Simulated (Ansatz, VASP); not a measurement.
## One calculation of KBr, two programs

The input INCAR:

```
PREC = Accurate
ENCUT = 520
EDIFF = 1E-6
ISMEAR = 0
SIGMA = 0.05
LREAL = False
LASPH = True
NELM = 100
ALGO = Fast
ISIF = 2
LWAVE = False
LCHARG = False
GGA = PS
NBANDS = 15
```

Contents of KPOINTS:

```
Automatic mesh
0
Gamma
  6 6 6
```

File POSCAR:

```
KBr
1.0
    0.0000000000      3.5559000000      3.1608000000
    3.5559000000      0.0000000000      3.1608000000
    3.5559000000      3.5559000000      0.0000000000
K Br
1 1
Direct
    0.0000000000      0.0000000000      0.0000000000
    0.5000000000      0.5000000000      0.5000000000
```

Input for Ansatz:

```yaml
crystal:
  lattice:
    - [0.0, 3.5559, 3.1608]
    - [3.5559, 0.0, 3.1608]
    - [3.5559, 3.5559, 0.0]
  atoms:
    - { symbol: K, position: [0.0, 0.0, 0.0] }
    - { symbol: Br, position: [0.5, 0.5, 0.5] }
basis:
  ecutwfc: 420
kpoints:
  mp_grid: { grid: [6, 6, 6] }
hamiltonian:
  xc: pbesol
scf:
  occupations: { method: gaussian, width: 0.05 }
output:
  forces: true
  stress: true
  eigenvalues: true
```

Change from the starting cell: strain +0.080 along x and y, -0.040 along z, atoms carried along.

Alike in both runs: task single point; functional PBEsol; k mesh 6 × 6 × 6; occupations gaussian, width 0.05 eV; no spin polarisation.

```csv
,VASP,Ansatz
version,VASP 6.6.1,Ansatz 0.2.0
potentials or method,"VASP PAW PBE potentials, release 64 (K_sv, Br)","scalar-relativistic, plane waves, PAW"
plane-wave cutoff (eV),520,420
valence electrons in the cell,16,16
```

|  | VASP | Ansatz | Ansatz less VASP |
| --- | --- | --- | --- |
| gap on the k mesh at the Fermi level (eV) | 4.02 | 4.03 | +0.003 |
| least direct gap on the mesh (eV) | 4.02 | 4.03 | +0.003 |
| pressure (GPa) | -0.9 | -1.0 | -0.03 |
| largest component of the traceless stress (GPa) | 1.66 | 1.62 | -0.039 |

Caveats: the PAW data sets were made with another functional, which shifts forces and pressure a little (VASP).
